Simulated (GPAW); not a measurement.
# InP (Fm-3m) in GPAW: single point with RPBE

Aim: the single point of InP with RPBE.

Everything below comes from runs of GPAW 26.7.0. Logs are shortened: lines on timing, memory, paths and dates and some standing lists are left out, and cuts for length are marked. The log counts tension as positive stress, the text compression.

## (1) The crystal as given

The structure is cubic, space group Fm-3m (No. 225). Conventional cell: a = 5.538 Å, b = 5.538 Å, c = 5.538 Å, α = 90.00°, β = 90.00°, γ = 90.00°. In (site symmetry m-3m) is surrounded by 6 P at 2.77 Å. P (site symmetry m-3m) has 6 In at 2.77 Å as nearest neighbours.

Measurements of this composition are mostly on another form, of space group No. 216.

## (2) Single point, RPBE

Contents of run.py:

```python
from ase.dft.bandgap import bandgap
from ase.io import write
from ase.spacegroup import crystal
from ase.units import GPa
from gpaw import GPAW, PW

# In 4a
# P 4b
atoms = crystal(['In', 'P'],
                basis=[[0.0, 0.0, 0.0],
                       [0.5, 0.0, 0.0]],
                spacegroup=225, setting=1,  # Fm-3m
                cellpar=[5.537668, 5.537668, 5.537668, 90.0, 90.0, 90.0],
                primitive_cell=True)

calc = GPAW(mode=PW(500),
            xc='RPBE',
            kpts={'size': (7, 7, 7), 'gamma': True},
            occupations={'name': 'fermi-dirac', 'width': 0.05},
            nbands=18,
            maxiter=120,
            txt='gpaw.txt')
atoms.calc = calc
energy = atoms.get_potential_energy()
forces = atoms.get_forces()
stress = atoms.get_stress()
calc.write('gs.gpw')
write('result.traj', atoms)
print(f'Energy: {energy:.6f} eV')
print('Forces (eV/A):')
print(forces.round(4))
print('Stress (GPa):', (stress / GPa).round(3))
print('Fermi level:', round(calc.get_fermi_level(), 4), 'eV')
print(f'Gap: {bandgap(calc)[0]:.4f} eV, direct: {bandgap(calc, direct=True)[0]:.4f} eV')
```

Potentials or basis: the program's PAW data sets (release 1.2.1) made for this functional, pw.

Run with:

```console
> OMP_NUM_THREADS=1 python run.py
```

gpaw.txt:

```text
__  _  _
 | _ |_)|_||  |
 |__||  | ||/\| - 26.7.0

Input parameters:
  mode=PW(ecut=500.0),
  kpts=MonkhorstPack(size=(7, 7, 7), gamma=True),
  maxiter=120,
  nbands=18,
  occupations=Occupations(name='fermi-dirac', width=0.05),
  xc=XC(name='RPBE')

Diagonalizing LCAO Hamiltonian
Converting LCAO to pw mode

                P

       In

Atoms  # Å, Bohr magnetons
|   | symbol |        x |        y |        z |    initial magnetic moments |
|---|--------|----------|----------|----------|-----------------------------|
| 0 |     In | 0.000000 | 0.000000 | 0.000000 | ( 0.0000,  0.0000,  0.0000) |
| 1 |      P | 2.768834 | 2.768834 | 2.768834 | ( 0.0000,  0.0000,  0.0000) |

Unit cell  # Å
| periodic |        x |        y |        z |  lengths |    angles |
|----------|----------|----------|----------|----------|-----------|
|      yes | 0.000000 | 2.768834 | 2.768834 | 3.915723 | 60.000000 |
|      yes | 2.768834 | 0.000000 | 2.768834 | 3.915723 | 60.000000 |
|      yes | 2.768834 | 2.768834 | 0.000000 | 3.915723 | 60.000000 |

Number of symmetries: 48
Symmetry operations  # r_c * U_cc + t_c -> r_c
|    | kind |            matrix            |
|----|------|------------------------------|
|  0 |  σ   |  1, 0, 0,  1, 0,-1,  1,-1, 0 |
|  1 |  C2  |  1, 0, 0,  1,-1, 0,  1, 0,-1 |
|  2 |  E   |  1, 0, 0,  0, 1, 0,  0, 0, 1 |
|  3 |  σ   |  1, 0, 0,  0, 0, 1,  0, 1, 0 |
|  4 |  C4  |  1, 0,-1,  1, 0, 0,  1,-1, 0 |
|  5 |  S6  |  1, 0,-1,  1,-1, 0,  1, 0, 0 |
|  6 |  σ   |  1, 0,-1,  0, 1,-1,  0, 0,-1 |
|  7 |  C3  |  1, 0,-1,  0, 0,-1,  0, 1,-1 |
|  8 |  S6  |  1,-1, 0,  1, 0, 0,  1, 0,-1 |
|  9 |  C4  |  1,-1, 0,  1, 0,-1,  1, 0, 0 |
| 10 |  C3  |  1,-1, 0,  0,-1, 1,  0,-1, 0 |
| 11 |  σ   |  1,-1, 0,  0,-1, 0,  0,-1, 1 |
| 12 |  σ   |  0, 1, 0,  1, 0, 0,  0, 0, 1 |
| 13 |  C4  |  0, 1, 0,  0, 1,-1, -1, 1, 0 |
| 14 |  C3  |  0, 1, 0,  0, 0, 1,  1, 0, 0 |
| 15 |  S6  |  0, 1, 0, -1, 1, 0,  0, 1,-1 |
| 16 |  C2  |  0, 1,-1,  1, 0,-1,  0, 0,-1 |
| 17 |  σ   |  0, 1,-1,  0, 1, 0, -1, 1, 0 |
| 18 |  S4  |  0, 1,-1,  0, 0,-1,  1, 0,-1 |
| 19 |  C4  |  0, 1,-1, -1, 1, 0,  0, 1, 0 |
| 20 |  C3  |  0, 0, 1,  1, 0, 0,  0, 1, 0 |
| 21 |  σ   |  0, 0, 1,  0, 1, 0,  1, 0, 0 |
| 22 |  S6  |  0, 0, 1,  0,-1, 1, -1, 0, 1 |
| 23 |  C4  |  0, 0, 1, -1, 0, 1,  0,-1, 1 |
| 24 |  S4  |  0, 0,-1,  1, 0,-1,  0, 1,-1 |
| 25 |  C3  |  0, 0,-1,  0, 1,-1,  1, 0,-1 |
| 26 |  C2  |  0, 0,-1,  0,-1, 0, -1, 0, 0 |
| 27 |  S6  |  0, 0,-1, -1, 0, 0,  0,-1, 0 |
| 28 |  S4  |  0,-1, 1,  1,-1, 0,  0,-1, 0 |
| 29 |  C4  |  0,-1, 1,  0, 0, 1, -1, 0, 1 |
| 30 |  C2  |  0,-1, 1,  0,-1, 0,  1,-1, 0 |
| 31 |  σ   |  0,-1, 1, -1, 0, 1,  0, 0, 1 |
| 32 |  C3  |  0,-1, 0,  1,-1, 0,  0,-1, 1 |
| 33 |  S6  |  0,-1, 0,  0, 0,-1, -1, 0, 0 |
| 34 |  S4  |  0,-1, 0,  0,-1, 1,  1,-1, 0 |
| 35 |  C2  |  0,-1, 0, -1, 0, 0,  0, 0,-1 |
| 36 |  C2  | -1, 1, 0,  0, 1, 0,  0, 1,-1 |
| 37 |  S6  | -1, 1, 0,  0, 1,-1,  0, 1, 0 |
| 38 |  S4  | -1, 1, 0, -1, 0, 1, -1, 0, 0 |
| 39 |  C3  | -1, 1, 0, -1, 0, 0, -1, 0, 1 |
| 40 |  S6  | -1, 0, 1,  0, 0, 1,  0,-1, 1 |
| 41 |  C2  | -1, 0, 1,  0,-1, 1,  0, 0, 1 |
| 42 |  C3  | -1, 0, 1, -1, 1, 0, -1, 0, 0 |
| 43 |  S4  | -1, 0, 1, -1, 0, 0, -1, 1, 0 |
| 44 |  C2  | -1, 0, 0,  0, 0,-1,  0,-1, 0 |
| 45 |  i   | -1, 0, 0,  0,-1, 0,  0, 0,-1 |
| 46 |  σ   | -1, 0, 0, -1, 1, 0, -1, 0, 1 |
| 47 |  C2  | -1, 0, 0, -1, 0, 1, -1, 1, 0 |

BZ-sampling:
  Number of BZ points: 343
  Number of IBZ points: 20

  Monkhorst-Pack size: [7, 7, 7]
  Monkhorst-Pack shift: [0, 0, 0]

K-points  # in reciprocal-cell coordinates
|     |                                coordinates |     weight |
|-----|--------------------------------------------|------------|
|   0 | (  0.00000000,   0.00000000,   0.00000000) | 0.00291545 |
|   1 | (  0.14285714,   0.14285714,   0.00000000) | 0.01749271 |
|   2 | (  0.14285714,   0.14285714,   0.14285714) | 0.02332362 |
|   3 | (  0.28571429,   0.14285714,   0.14285714) | 0.03498542 |
|   4 | (  0.28571429,   0.28571429,   0.00000000) | 0.01749271 |
|   5 | (  0.28571429,   0.28571429,   0.14285714) | 0.06997085 |
|   6 | (  0.28571429,   0.28571429,   0.28571429) | 0.02332362 |
|   7 | (  0.42857143,  -0.28571429,  -0.28571429) | 0.03498542 |
|   8 | (  0.42857143,   0.28571429,  -0.42857143) | 0.13994169 |
|   9 | (  0.42857143,   0.28571429,  -0.28571429) | 0.06997085 |
| ... |                                            |            |
|  19 | (  0.42857143,   0.42857143,   0.42857143) | 0.02332362 |

Plane wave coefficients: 1087
Cutoff: 500.0 eV

Spin-components: 1 (collinear spins)
Bands:           18
Projectors:      11
Spin-degeneracy: 2
Datatype:        complex128

Parallelization:
  kpt:    1
  domain: 1
  band:   1

Density:
  Valence electrons: 18.0
  Components: 1
  Grid points: [21 21 21]
  Charge: 0.0  # |e|

Potential:
  Grid points: [21 21 21]

species:
  In:
    name:    Indium
    Z:       49.0
    valence: 13
    core:    36
    charge:  0.0  # [|e|]
    compensation charges:
      type: gauss
      rc: 0.36  # [Å]
      lmax: 2
    cutoffs:
      filter: 2.09  # [Å]
      core: 2.48  # [Å]
    projectors
    | kind |    occ | energy [eV] | rcut [Å] |
    |------|--------|-------------|----------|
    |   5s |  2.000 |      -8.122 |    1.185 |
    |   5p |  1.000 |      -2.465 |    1.244 |
    |   4d | 10.000 |     -18.638 |    1.148 |
    |    s |        |      19.089 |    1.185 |
    |    p |        |      24.746 |    1.244 |
    |    d |        |       8.573 |    1.148 |

    Using partial waves for In as LCAO basis

  P:
    name:    Phosphorus
    Z:       15.0
    valence: 5
    core:    10
    charge:  0.0  # [|e|]
    compensation charges:
      type: gauss
      rc: 0.30  # [Å]
      lmax: 2
    cutoffs:
      filter: 1.69  # [Å]
      core: 1.81  # [Å]
    projectors
    | kind |    occ | energy [eV] | rcut [Å] |
    |------|--------|-------------|----------|
    |   3s |  2.000 |     -13.955 |    0.953 |
    |   3p |  3.000 |      -5.495 |    0.953 |
    |    s |        |      13.257 |    0.953 |
    |    p |        |      21.717 |    0.953 |
    |    d |        |       0.000 |    0.953 |

    Using partial waves for P as LCAO basis

Reference energy: -169290.707259  # eV

eigensolver:
  PPCG
  Converge bands: occupied
  niter=2

density mixing:
  MSR1-Mixer
  Pratt-step length: 0.05
  Maximum mixing coefficient: 0.75
  Old densities: 10
  SVD Regularization: 0.005
  Good broyden scale: 1.0
  Trust region scale: 1.0
  Backstep threshold: 4.0
  History deletion threshold: 6.0
  Fourier metric: weight=20.0, sigma=0.015

occupation numbers:
  Fermi-Dirac:
    width: 0.0500  # eV

poisson solver:
  ecut: 4000.0  # eV

xc functional:
  name: RPBE with 2 nearest neighbor stencil

convergence criteria:
- Maximum [total energy] change in last 3 cyles: 0.0005 eV / valence electron
- Maximum integral of absolute [dens]ity change: 0.0001 electrons / valence electron
- Maximum integral of absolute [eigenst]ate change: 4e-08 eV^2 / valence electron
maximum number of iterations: 120

SCF iterations
|iter     | |      energy | eigst |  dens |
|---------|-|-------------|-------|-------|
|iter:   1| |   -7.664616 | -0.44 |       |
|iter:   2| |   -7.591149 | -2.55 | -1.17 |
|iter:   3| |   -7.377407 | -1.85 | -1.21 |
|iter:   4| |   -7.379900 | -3.57 | -1.83 |
|iter:   5| |   -7.380696c| -3.99 | -2.21 |
|iter:   6| |   -7.380740c| -5.53 | -3.14 |
|iter:   7| |   -7.380743c| -6.78 | -3.59 |
|iter:   8| |   -7.380742c| -7.56c| -4.65c|

Converged in 8 steps
Energy contributions relative to reference atoms: (reference = -169290.707259)

Energy contributions:
  Kinetic:          20.070872
  Coulomb:         -18.111068
  Zero:              0.141945
  External:          0.000000
  Xc:               -9.478776
  Entropy:          -0.007430
  Spinorbit:         0.000000
  ----------------------------
  Free energy:      -7.384457
  Extrapolated:     -7.380742

dipole moment: (-18.503209, -18.503209, -18.503209)  # |e|*Ang

Fermi level: 6.893
Eigenvalues  # (at kpt = [0.000, 0.000, 0.000])
| band index |      eig [eV] | occ [0-2] |
|------------|---------------|-----------|
|          0 |        -7.324 |     2.000 |
|          1 |        -7.324 |     2.000 |
|          2 |        -7.305 |     2.000 |
|          3 |        -7.305 |     2.000 |
|          4 |        -7.305 |     2.000 |
|          5 |        -5.191 |     2.000 |
|          6 |         6.509 |     1.999 |
|          7 |         6.509 |     1.999 |
|          8 |         6.509 |     1.999 |
|          9 |         7.441 |     0.000 |
|         10 |        13.896 |     0.000 |
|         11 |        13.896 |     0.000 |
|         12 |        13.896 |     0.000 |
|         13 |        15.357 |     0.000 |
|         14 |        15.357 |     0.000 |
|         15 |        15.357 |     0.000 |
|         16 |        16.656 |     0.000 |
|         17 |        16.661 |     0.000 |

No gap
No difference between direct/indirect transitions

Forces  # eV/Ang
|        x |        y |        z |
|----------|----------|----------|
|  0.00000 |  0.00000 |  0.00000 |  # In   0
| -0.00000 | -0.00000 | -0.00000 |  # P    1

Stress tensor  # eV/Ang^3
|         x |         y |         z |
|-----------|-----------|-----------|
| -0.007495 |  0.000000 | -0.000000 |
|  0.000000 | -0.007495 | -0.000000 |
| -0.000000 | -0.000000 | -0.007495 |

# Writing to gs.gpw (mode='')
```

It took 9.7 s on 1 thread of Arm Neoverse V1, shared host; peak memory 0.14 GiB.

What came out:

```
Free energy            : -7.3845 eV
Pressure               : 1.2 GPa
Band gap on the k mesh : none (metal or under the smearing width)
```

Caveat: the cutoff is short for stress and forces, so pressures can be off by a GPa or more.
